Diamond has one kind of atom and one kind of bond, yet its vibrations cover a wide range of frequencies. The table comes from an LDA phonon calculation. Its phonon q rows 1, 2 and 3 are the wave vectors Γ, L and X: at Γ all unit cells move alike, while L and X are zone-boundary waves along a body diagonal and a cube edge of the crystal. The three zeros at Γ are shifts of the whole crystal, which strain no bond; the calculation imposes them exactly through a sum rule.

ABINIT 10.8.3, LDA harmonic phonons of diamond in a fixed cell (C–C 1.544 Å), with PseudoDojo NC SR LDA v0.4.1 standard pseudopotentials, a plane-wave cutoff of 1006.82 eV and a shifted 6×6×6 k mesh. Phonon q rows 1, 2 and 3 are (0, 0, 0), (0.5, 0, 0) and (0.5, 0.5, 0) in reciprocal-lattice coordinates; the acoustic sum rule is imposed.

```
row  phonon q row (row)  phonon frequency (cm⁻¹)
  1                   1                      0.0
  2                   1                      0.0
  3                   1                      0.0
  4                   1                   1290.1
  5                   1                   1290.1
  6                   1                   1290.1
  7                   2                    547.2
  8                   2                    547.2
  9                   2                   1040.0
 10                   2                   1195.5
 11                   2                   1195.5
 12                   2                   1245.5
 13                   3                    783.2
 14                   3                    783.2
 15                   3                   1059.7
 16                   3                   1059.7
 17                   3                   1191.4
 18                   3                   1191.4
```

**(a) The lowest pair of modes is transverse: the atoms move sideways to the wave. What force drives it back, and why is the frequency higher at X than at L?**

Solution. Along the body diagonal, diamond is a stack of puckered double layers joined by upright bonds. In the lowest mode at L each double layer slides sideways as a rigid sheet, opposite to the next one. To first order the upright bonds tilt without changing length, so springs along the bonds alone, if not already under tension, would give zero frequency. The simplest source of a restoring force is the resistance of the bond angles, and the estimate below tries it out.

At X the atomic planes move in pairs, two one way and the next two the other way. Two of the four bonds at each atom then join planes that move together, and the other two tilt. At L only one bond in four tilts.

Let δ be the relative displacement of the ends of a tilted bond, and let the bending energy grow as the square of (n·δ), where n is the direction of another bond at the same atom. Summed over those other bonds, with 4/9 as the average for the three at L:

L: 3 × (4/9) δ² = (4/3) δ²
X: 2 × (2/3) δ² = (4/3) δ²

Each tilted bond thus costs the same, and X has twice as many. The squared frequency ω² should double. If B is its value at X, then

B = 783² cm⁻² = 0.613 million cm⁻²
ω(L) = √(B/2) = √(0.307 million) cm⁻¹ = 554 cm⁻¹

The calculation gives 547 cm⁻¹, so the estimate is 1% too high. The X value was the input; the L value was not. The match supports the count of tilted bonds. It does not single out the bond angles, since any force that made each tilted bond cost the same would give this ratio.

**(b) The upper transverse modes run the other way, from 1290 cm⁻¹ at Γ through 1196 at L to 1060 at X. Why?**

Solution. In the upper mode the roles are exchanged: the bonds that kept still in the lower mode are now strained. That makes four strained bonds per atom at Γ, three at L and two at X. Fewer bonds are strained, but they lie closer to the direction of motion, so the total stretching energy stays the same. The bending term, which strictly measures changes in the scalar product of two bond vectors, shrinks to zero at X. With S for the stretching part,

Γ: ω² = S + B
L: ω² = S + B/2
X: ω² = S

In this model the lower and upper transverse modes therefore share a fixed total, S + B, and what one gains the other loses. A similar crystal with softer bond angles would have a lower bottom pair and a flatter upper branch.

With S and B taken from X, the model reproduces the upper pair at L almost exactly, but puts Γ 2% too high. With misses of 1 to 2% elsewhere in the transverse modes, the near-exact match is partly luck. The Γ triplet stays unsplit because the two equal atoms carry no effective charge that could separate longitudinal from transverse motion. Its frequency belongs to a cell under about 12 GPa of tension, which softens this mode compared with a relaxed LDA crystal.

**(c) Do the longitudinal modes, in which atoms move along the wave, obey the same two constants?**

Solution. Only roughly: the two constants put those at L and X 8 to 9% too low. In the transverse modes, the length changes of the four bonds around an atom add up to zero. In the longitudinal modes at L and X they do not, and a net lengthening or shortening around one atom seems to cost extra energy. A third constant C, set from the longitudinal pair at X, describes this:

X: ω² = S/2 + B + C
L: ω² = 3S/4 + B/8 + 3C/4 and S/4 + 13B/8 + 3C/4

The pair at X splits at L because planes along the cube edge are evenly spaced, whereas along the diagonal wide and narrow gaps alternate. In the model, the lower level at L stretches the upright bonds between rigid double layers, and the upper one flattens and puckers the layers. The third constant brings the lower level within 1% and leaves the upper one 3% too low, as the output below shows.

The table itself reveals that forces reach beyond the nearest neighbour. If only nearest neighbours interacted, the sum of ω² over the six modes would be equal at all three wave vectors; it is 22% higher at L and 26% higher at X than at Γ. Second neighbours alone would make the gain at X 4/3 of that at L, but the computed ratio is 1.20, so still more distant atoms take part. Bending and the constant C both tie together atoms that share a neighbour, so the model reaches second neighbours but no further. Its constants may be standing in for some of the more distant forces.

Printed output of the fit:

```
Frequencies in 1/cm and misses in percent:
  row  computed  two constants  miss of two  three constants  miss of three
    1         0              0            0                0              0
    2         0              0            0                0              0
    3         0              0            0                0              0
    4      1290           1318         2.14             1318           2.14
    5      1290           1318         2.14             1318           2.14
    6      1290           1318         2.14             1318           2.14
    7     547.2          553.8        1.207            553.8          1.207
    8     547.2          553.8        1.207            553.8          1.207
    9      1040          958.6       -7.828             1050         0.9529
   10      1196           1196      0.01557             1196        0.01557
   11      1196           1196      0.01557             1196        0.01557
   12      1246           1130       -9.251             1209         -2.955
   13     783.2          783.2            0            783.2              0
   14     783.2          783.2            0            783.2              0
   15      1060           1060            0             1060              0
   16      1060           1060            0             1060              0
   17      1191           1084       -9.021             1191              0
   18      1191           1084       -9.021             1191              0
Sum of squared frequencies at L above that at Gamma, percent: 21.97
Sum of squared frequencies at X above that at Gamma, percent: 26.41
Gain of the sum from Gamma to X over gain from Gamma to L: 1.202
The same ratio if only second neighbours on one sublattice act: 1.333
Lowest pair, X over L, computed ratio: 1.431
Lowest pair, X over L, ratio from the model: 1.414
Stretch constant S, million 1/cm squared: 1.123
Bend constant B, million 1/cm squared: 0.6134
Coupling constant C, million 1/cm squared: 0.2445
Largest miss with two constants, percent: 9.251
Largest miss with three constants, percent: 2.955
Upper transverse pair at X below the Gamma triplet, 1/cm: 230.4
Lowest pair at L below lowest pair at X, 1/cm: 236
```
